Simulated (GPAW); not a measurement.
Write an ASE script for GPAW 26.7.0 that does the following.

* Task: single point
* Functional: RPBE
* Potentials or basis: the program's PAW data sets (release 1.2.1) made for this functional
* Cutoff: 600 eV
* Basis: pw
* k mesh: 9 × 9 × 9
* Occupations: gaussian, width 0.02 eV
* Spin: no spin polarisation
* Maxiter: 150

The structure of Pb lies in Pb.xyz:

```xyz
1
Lattice="-1.9796595667 1.9796595667 1.9796595667 1.9796595667 -1.9796595667 1.9796595667 1.9796595667 1.9796595667 -1.9796595667" Properties=species:S:1:pos:R:3 pbc="T T T"
Pb     0.0000000000      0.0000000000      0.0000000000
```

This isn't the form of Pb at room conditions, which is fcc.

These files were run (other wordings do the same):

run.py

```python
from ase.dft.bandgap import bandgap
from ase.io import read, write
from ase.units import Bohr, GPa
from gpaw import GPAW, PW
from gpaw.elf import elf_from_dft_calculation

atoms = read('Pb.xyz')

calc = GPAW(mode=PW(600),
            xc='RPBE',
            kpts={'size': (9, 9, 9), 'gamma': True},
            occupations={'name': 'methfessel-paxton', 'order': 0, 'width': 0.02},
            nbands=14,
            convergence={'density': 1e-05, 'energy': 1e-05},
            maxiter=150,
            txt='gpaw.txt')
atoms.calc = calc
energy = atoms.get_potential_energy()
forces = atoms.get_forces()
stress = atoms.get_stress()
calc.write('gs.gpw')
write('result.traj', atoms)
print(f'Energy: {energy:.6f} eV')
print('Forces (eV/A):')
print(forces.round(4))
print('Stress (GPa):', (stress / GPa).round(3))
print('Fermi level:', round(calc.get_fermi_level(), 4), 'eV')
print(f'Gap: {bandgap(calc)[0]:.4f} eV, direct: {bandgap(calc, direct=True)[0]:.4f} eV')

# fields on the real-space grid
write('density.cube', atoms, data=calc.get_pseudo_density() * Bohr**3)
write('potential.cube', atoms, data=calc.get_electrostatic_potential())
write('elf.cube', atoms, data=elf_from_dft_calculation(calc).data)
```

Potentials or basis: the program's PAW data sets (release 1.2.1) made for this functional, pw.

Launch:

```bash
$ OMP_NUM_THREADS=1 python run.py
```

Results of the run:

- Pressure: 2.0 GPa
- Band gap on the k mesh: none (metal or under the smearing width)

Wall time 6 s on 1 thread of Arm Neoverse V2, with other jobs on the host, peak memory 0.14 GiB.
